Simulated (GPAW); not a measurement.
The system is SnSe.

```
Sn Se
1.0
     0.00000    3.01000    3.01000
     3.01000    0.00000    3.01000
     3.01000    3.01000    0.00000
Sn Se
1 1
Cartesian
  0.0000 0.0000 0.0000
  3.0100 3.0100 3.0100
```

Measurements of this composition are mostly on another form, of space group No. 62.

Base run:

```yaml
Program: GPAW 26.7.0
Functional: PBE
Potentials_or_basis: GPAW PAW data sets (gpaw-data 1.2.1)
Cutoff: 450 eV
Basis: pw
k_mesh: 6 × 6 × 6
Occupations: fermi-dirac, width 0.05 eV
Spin: no spin polarisation
```

Its results: band gap on the k mesh 0.59 eV, direct; pressure -0.5 GPa.

Question: The run is repeated on the same cell with these changes: cutoff from 450 eV to 500 eV. What comes out?

Answer: Band gap on the k mesh 0.59 eV, direct; pressure 0.1 GPa.

Caveats: the cutoff is short for stress and forces, so pressures can be off by a GPa or more; spin-orbit coupling is left out, which moves the levels of the heavy elements.

A k mesh can miss the band edges.
